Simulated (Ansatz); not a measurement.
This BP structure is the end of a relaxation. It was relaxed at this level from a cell as deposited in COD.

Theory: DFT PBE, scalar-relativistic, plane waves, PAW in Ansatz 0.2.0. Cutoff 420 eV, Γ-centred mesh, Gaussian smearing, no spin polarisation.

```xyz
2
Lattice="0.0000 2.2742 2.2742 2.2742 0.0000 2.2742 2.2742 2.2742 0.0000" Properties=species:S:1:pos:R:3 pbc="T T T"
B     0.0000    0.0000    0.0000
P     3.4112    3.4112    3.4112
```

Energies over the elements count from the elements' standard structures at the same level, with no fitted energy shifts. The references include black phosphorus.

Task: What space group does it have?

Result: F-43m (No. 216), the zinc blende type. Conventional cell: a = 4.548 Å. B is surrounded by 4 P at 1.97 Å; around P lie 4 B at 1.97 Å.

Task: What is its formation energy per atom?

Result: −0.429 eV/atom. It lies below the elements, which doesn't yet make it stable against other compounds or structures.

Task: Is it a metal?

Result: No, the gap on the 10×10×10 mesh is 1.25 eV.

The last run used a 10×10×10 mesh for its 2-atom cell and Gaussian smearing of 0.02 eV. Kohn–Sham gaps at this level usually fall short of measured ones. The reference form of P is held partly by dispersion forces, which this level lacks. A later test with randomly moved atoms came back to the same energy, though modes that don't fit the test's cell weren't probed.
